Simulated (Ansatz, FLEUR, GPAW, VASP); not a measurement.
## TePb: programs and potentials compared

```xyz
2
Lattice="0.0000 3.2310 3.2310 3.2310 0.0000 3.2310 3.2310 3.2310 0.0000" Properties=species:S:1:pos:R:3 pbc="T T T"
Pb    0.0000    0.0000    0.0000
Te    3.2310    3.2310    3.2310
```

Alike in all runs: task band structure; functional BLYP; k mesh 7 × 7 × 7; occupations fermi-dirac, width 0.05 eV; no spin polarisation; no spin-orbit coupling. Pressure is positive in compression and, in plane waves, holds the error of the finite cutoff. Gaps are the smaller of the mesh's and the band path's.

| program and potentials | plane-wave cutoff (eV) | notes | band gap (eV) | pressure (GPa) |
| --- | --- | --- | --- | --- |
| VASP, PBE PAW files Pb_d, Te, 520 eV | 520 | potentials made for PBE | 0.82 | 5.48 |
| Ansatz, all-electron LAPW, scalar-relativistic | - | - | 0.83 | 5.33 |
| GPAW, PAW data sets generated for this functional | 600 | - | 0.80 | 5.06 |
| FLEUR, all-electron, FLAPW | - | - | 0.82 | - |

The band gap spans 0.80 (GPAW, PAW data sets generated for this functional) to 0.83 eV (Ansatz, all-electron LAPW, scalar-relativistic), with all-electron results at 0.82 to 0.83. The pressure spans 5.06 (GPAW, PAW data sets generated for this functional) to 5.48 GPa (VASP, PBE PAW files Pb_d, Te, 520 eV), with all-electron results at 5.33. Spin-orbit coupling, left out here, moves the band edges of heavy atoms. The paths' points differ, which is worth about 0.01 eV.

The functional is the same throughout but for its coding, so the spread measures potentials, basis and numerics; runs on potential files found faulty are left out.

The choice of potentials barely affects the gap of PbTe, and all three computed pressures are positive, so BLYP favours a larger cell than the one used. This fits the functional's known tendency to underbind solids of heavy elements. Potentials made for BLYP don't bring the pressure closer to the all-electron value: GPAW gives 5.06 GPa and VASP with PBE files 5.48 GPa, against 5.33 GPa. The table can't separate frozen-core effects from basis errors here.

The gaps are well above the measured one, although semilocal functionals usually underestimate gaps. The likely cause is the scalar-relativistic treatment: the conduction edge is mainly Pb p, and spin-orbit coupling would lower it strongly, while the valence edge is Te p with an antibonding Pb s admixture. Agreement between the programs therefore supports their numerics, not the predicted gap. Because the gap of lead chalcogenides narrows under compression, relaxing the cell with BLYP would probably widen it further.
